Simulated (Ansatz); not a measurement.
# TiCo₃: a line through a two-coordinate scan, part 2 of 2

Aim: follow the energy of TiCo₃ (Pm-3m, No. 221; 4 atoms in the cell) along one coordinate, volume per atom, with the other held at total spin moment of the cell, held fixed = 6.08 μB.

Ansatz 0.2.0; DFT PBEsol, scalar-relativistic, plane waves, PAW. The steps go on from the part before.

## Step 7: Point (10.98 Å³, 6.08 μB)

File input.yaml:

```yaml
crystal:
  lattice:
    - [3.5280257688, 0.0, 0.0]
    - [0.0, 3.5280257688, 0.0]
    - [0.0, 0.0, 3.5280257688]
  atoms:
    - { symbol: Ti, position: [0.0, 0.0, 0.0], spin: 0.8 }
    - { symbol: Co, position: [0.0, 0.5, 0.5], spin: 1.76 }
    - { symbol: Co, position: [0.5, 0.0, 0.5], spin: 1.76 }
    - { symbol: Co, position: [0.5, 0.5, 0.0], spin: 1.76 }
basis:
  ecutwfc: 520.0
kpoints:
  mp_grid: { grid: [12, 12, 12] }
hamiltonian:
  xc: pbesol
scf:
  occupations: { method: gaussian, width: 0.15 }
  lower_state_search: "off"
output:
  forces: true
  stress: true
  eigenvalues: true
  populations: true
magnetization:
  spin_polarized: true
  initial_magnetization: 6.08
  spin_locking: { lock_magnetization: hard }
```

Launch:

```sh
$ ansatz run input.yaml --threads 4 --pin off --max-ram 8192MiB --backend cpu --events-out ev --progress --plain --runs-dir out
```

Standard output, shortened:

```text
Warning: output.stress: scf.convergence.dr2_threshold = 1e-7 eV (the SCF's general default) is looser than the 4e-10 eV advised for a printed stress (1e-10 eV for each atom of the cell: 4). What an SCF threshold leaves in a stress goes as its square root, and in the free energy as the [...]
Warning: RAYON_NUM_THREADS=4 ignored (pool sized by the plan → 4); use --threads N
[...]
Pseudopotentials: kind: paw
Pseudopotential: Ti, paw, valence charge 12, recommended cutoff 420 eV (normal), Ti.paw.azcp
Pseudopotential: Co, paw, valence charge 17, recommended cutoff 420 eV (normal), Co.paw.azcp
Functional definition: PBEsol
[...]
Crystal: 4 atoms, lattice volume = 43.913 Å³
Basis set: ecut = 520 eV, 1213 PW (Γ), exchange–correlation on 54×54×54 points (8 copies of the dense FFT grid, shifted against one another)
Bands: 42, of which v1, the nominal top of the filled ones, is band 32 counted from 1 (31 counted from 0)
Symmetry: 48 space group operations
Space group: Pm-3m (ITA 221), of the structure as read, at distance tolerance 3.5e-5 Å
[...]
Per-site moments (μB) at R_I (Å): [(0.3425685356372951, 1.0290600149442373), (1.8150553798648965, 1.0290600149442373), (1.8150553798648965, 1.0290600149442373), (1.8150553798648956, 1.0290600149442373)]
Free energy (F): -17751.690611 eV
[...]
E sigma→0 (E₀):  -17751.648394 eV
Entropy (-TS):   -0.084436 eV (-21.109 meV/atom)
Fermi energy:    19.620368 (↑ 20.447940, ↓ 18.792796) eV
[...]
--- Forces (eV/Å), atoms counted from 1 ---
  atom   1  Ti    -0.00000000     0.00000000     0.00000000
  atom   2  Co     0.00000000     0.00000000     0.00000000
  atom   3  Co     0.00000000    -0.00000000     0.00000000
  atom   4  Co     0.00000000     0.00000000     0.00000000
[...]
--- Stress (GPa, compression-positive) ---
       24.074124      -0.000000       0.000000
       -0.000000      24.074124       0.000000
        0.000000       0.000000      24.074124
  P = ⅓ Tr σ = 24.0741 GPa (240.741 kbar)
--- Band table (eV; the first three rows and the last of 168) ---
[...]
--- Löwdin populations: 4 sites ---
  site symbol       q [e]    m [muB]
     0     Ti     12.0083     0.5584
     1     Co     16.7167     1.8024
     2     Co     16.7167     1.8024
     3     Co     16.7167     1.8024
  spilling = 0.013358 (of n_electrons = 63.000000)
```

Wall time 7.7 s (4 threads of Arm Neoverse V2, shared host); peak memory 0.58 GiB.

## Step 8: Point (11.66 Å³, 6.08 μB)

Edit input.yaml of step 7 so:

```diff
@@ -2,5 +2,5 @@
   lattice:
-    - [3.5280257688, 0.0, 0.0]
-    - [0.0, 3.5280257688, 0.0]
-    - [0.0, 0.0, 3.5280257688]
+    - [3.6, 0.0, 0.0]
+    - [0.0, 3.6, 0.0]
+    - [0.0, 0.0, 3.6]
   atoms:
```

Launch:

```sh
$ ansatz run input.yaml --threads 4 --pin off --max-ram 8192MiB --backend cpu --events-out ev --progress --plain --runs-dir out
```

Standard output, shortened:

```text
Warning: output.stress: scf.convergence.dr2_threshold = 1e-7 eV (the SCF's general default) is looser than the 4e-10 eV advised for a printed stress (1e-10 eV for each atom of the cell: 4). What an SCF threshold leaves in a stress goes as its square root, and in the free energy as the [...]
Warning: RAYON_NUM_THREADS=4 ignored (pool sized by the plan → 4); use --threads N
[...]
Pseudopotentials: kind: paw
Pseudopotential: Ti, paw, valence charge 12, recommended cutoff 420 eV (normal), Ti.paw.azcp
Pseudopotential: Co, paw, valence charge 17, recommended cutoff 420 eV (normal), Co.paw.azcp
Functional definition: PBEsol
[...]
Crystal: 4 atoms, lattice volume = 46.656 Å³
Basis set: ecut = 520 eV, 1237 PW (Γ), exchange–correlation on 54×54×54 points (8 copies of the dense FFT grid, shifted against one another)
Bands: 42, of which v1, the nominal top of the filled ones, is band 32 counted from 1 (31 counted from 0)
Symmetry: 48 space group operations
Space group: Pm-3m (ITA 221), of the structure as read, at distance tolerance 3.6e-5 Å
[...]
Per-site moments (μB) at R_I (Å): [(0.28976977435429174, 1.050053570062023), (1.8506279810254864, 1.050053570062023), (1.8506279810254869, 1.050053570062023), (1.8506279810254878, 1.050053570062023)]
Free energy (F): -17751.962654 eV
[...]
E sigma→0 (E₀):  -17751.919339 eV
Entropy (-TS):   -0.086630 eV (-21.658 meV/atom)
Fermi energy:    18.258876 (↑ 18.990470, ↓ 17.527281) eV
[...]
--- Forces (eV/Å), atoms counted from 1 ---
  atom   1  Ti    -0.00000000     0.00000000     0.00000000
  atom   2  Co     0.00000000    -0.00000000     0.00000000
  atom   3  Co     0.00000000    -0.00000000     0.00000000
  atom   4  Co     0.00000000    -0.00000000     0.00000000
[...]
--- Stress (GPa, compression-positive) ---
        8.500941      -0.000000       0.000000
       -0.000000       8.500941       0.000000
        0.000000       0.000000       8.500941
  P = ⅓ Tr σ = 8.5009 GPa (85.009 kbar)
--- Band table (eV; the first three rows and the last of 168) ---
[...]
--- Löwdin populations: 4 sites ---
  site symbol       q [e]    m [muB]
     0     Ti     11.9701     0.4684
     1     Co     16.7209     1.8388
     2     Co     16.7209     1.8388
     3     Co     16.7209     1.8388
  spilling = 0.013763 (of n_electrons = 63.000000)
```

Run time: 7.8 s. Hardware: 4 threads of Arm Neoverse V2, shared host; peak memory 0.6 GiB.

## Step 9: Point (13.04 Å³, 6.08 μB)

Edit input.yaml of step 8 so:

```diff
@@ -2,5 +2,5 @@
   lattice:
-    - [3.6, 0.0, 0.0]
-    - [0.0, 3.6, 0.0]
-    - [0.0, 0.0, 3.6]
+    - [3.7360489029, 0.0, 0.0]
+    - [0.0, 3.7360489029, 0.0]
+    - [0.0, 0.0, 3.7360489029]
   atoms:
```

Launch:

```sh
$ ansatz run input.yaml --threads 4 --pin off --max-ram 8192MiB --backend cpu --events-out ev --progress --plain --runs-dir out
```

Standard output, shortened:

```text
[...]
SCF converged after 11 iterations
Stability checked in part: among states of this total moment the steps that led to this state did not find it unstable. No probe was made; neither looks for a lower state of another moment (fixed_total_moment; see scf.lower_state_search)
Magnetization: 6.0800 μB (34.5400 up, 28.4600 down)
Absolute magnetization: 6.1031 μB (∫|ρ↑−ρ↓|, with the PAW one-centre terms)
Spin contamination: 0.1167 ħ² per cell (⟨S²⟩ above its minimum at these occupations)
Per-site moments (μB) at R_I (Å): [(0.19622242860204617, 1.0897365245601252), (1.9143352817067765, 1.0897365245601252), (1.9143352817067767, 1.0897365245601252), (1.9143352817067778, 1.0897365245601252)]
Free energy (F): -17751.878562 eV
[...]
E sigma→0 (E₀):  -17751.831154 eV
Entropy (-TS):   -0.094817 eV (-23.704 meV/atom)
Fermi energy:    15.959420 (↑ 16.539422, ↓ 15.379418) eV
[...]
--- Forces (eV/Å), atoms counted from 1 ---
  atom   1  Ti    -0.00000000    -0.00000000    -0.00000000
  atom   2  Co     0.00000000     0.00000000    -0.00000000
  atom   3  Co     0.00000000    -0.00000000    -0.00000000
  atom   4  Co     0.00000000    -0.00000000     0.00000000
[...]
--- Stress (GPa, compression-positive) ---
      -11.362143       0.000000       0.000000
        0.000000     -11.362143       0.000000
        0.000000       0.000000     -11.362143
  P = ⅓ Tr σ = -11.3621 GPa (-113.621 kbar)
--- Band table (eV; the first three rows and the last of 168) ---
[...]
--- Löwdin populations: 4 sites ---
  site symbol       q [e]    m [muB]
     0     Ti     11.9114     0.3131
     1     Co     16.7273     1.9040
     2     Co     16.7273     1.9040
     3     Co     16.7273     1.9040
  spilling = 0.014392 (of n_electrons = 63.000000)
```

Wall time 9.2 s (4 threads of Arm Neoverse V2, shared host); peak memory 0.64 GiB.

## Step 10: Grid point (13.72 Å³, 6.08 μB)

Edit input.yaml of step 9 so:

```diff
@@ -2,5 +2,5 @@
   lattice:
-    - [3.7360489029, 0.0, 0.0]
-    - [0.0, 3.7360489029, 0.0]
-    - [0.0, 0.0, 3.7360489029]
+    - [3.8004616244, 0.0, 0.0]
+    - [0.0, 3.8004616244, 0.0]
+    - [0.0, 0.0, 3.8004616244]
   atoms:
```

Launch:

```sh
$ ansatz run input.yaml --threads 4 --pin off --max-ram 8192MiB --backend cpu --events-out ev --progress --plain --runs-dir out
```

Standard output, shortened:

```text
[...]
SCF converged after 12 iterations
Stability checked in part: among states of this total moment the steps that led to this state did not find it unstable. No probe was made; neither looks for a lower state of another moment (fixed_total_moment; see scf.lower_state_search)
an eigenvalue changed by more than its tolerance at an iteration that met the thresholds in force, so the SCF went on 1 time: the last check found none over its tolerance
Magnetization: 6.0800 μB (34.5400 up, 28.4600 down)
Absolute magnetization: 6.1151 μB (∫|ρ↑−ρ↓|, with the PAW one-centre terms)
Spin contamination: 0.1397 ħ² per cell (⟨S²⟩ above its minimum at these occupations)
Per-site moments (μB) at R_I (Å): [(0.15160047373433633, 1.1085245268291488), (1.9439859447286658, 1.1085245268291488), (1.9439859447286634, 1.1085245268291488), (1.9439859447286636, 1.1085245268291488)]
Free energy (F): -17751.628787 eV
[...]
E sigma→0 (E₀):  -17751.579125 eV
Entropy (-TS):   -0.099323 eV (-24.831 meV/atom)
Fermi energy:    14.981422 (↑ 15.500872, ↓ 14.461972) eV
[...]
--- Forces (eV/Å), atoms counted from 1 ---
  atom   1  Ti    -0.00000000     0.00000000    -0.00000000
  atom   2  Co     0.00000000     0.00000000     0.00000000
  atom   3  Co    -0.00000000    -0.00000000    -0.00000000
  atom   4  Co     0.00000000    -0.00000000     0.00000000
[...]
--- Stress (GPa, compression-positive) ---
      -17.480926       0.000000      -0.000000
       -0.000000     -17.480926       0.000000
        0.000000       0.000000     -17.480926
  P = ⅓ Tr σ = -17.4809 GPa (-174.809 kbar)
--- Band table (eV; the first three rows and the last of 168) ---
[...]
--- Löwdin populations: 4 sites ---
  site symbol       q [e]    m [muB]
     0     Ti     11.8882     0.2416
     1     Co     16.7298     1.9347
     2     Co     16.7298     1.9347
     3     Co     16.7298     1.9347
  spilling = 0.014640 (of n_electrons = 63.000000)
```

It took 10 s on 4 threads of Arm Neoverse V2, shared host; peak memory 0.66 GiB.

## Step 11: Results

What follows sums up all 2 parts.

```
volume per atom (Å³)  step  energy (meV/atom)  pressure (GPa)  absolute magnetic moment (μB per cell)
                8.23     3               1474             169                                   6.084
                8.92     4                875             114                                   6.086
                9.61     5                477              74                                   6.086
               10.29     6                225              45                                   6.088
               10.98     7                 79              24                                   6.090
               11.66     8                 11               9                                   6.093
               12.35     –                  0              −3                                   6.097
               13.04     9                 32             −11                                   6.103
               13.72    10                 94             −17                                   6.115
```

Energies count from the lowest point of the line. Rows without a step come from runs not printed here or follow by symmetry.

**Reading.** Along the line the energy is lowest at 12.35 Å³. Three points round the minimum, joined by a parabola, put the minimum at 12.180 Å³, with a curvature of about 90 meV/atom per (Å³)². The highest point computed, at 8.23 Å³, lies 1474 meV/atom above the lowest. This is one cut through a surface in two coordinates; the map's lowest point lies off it.
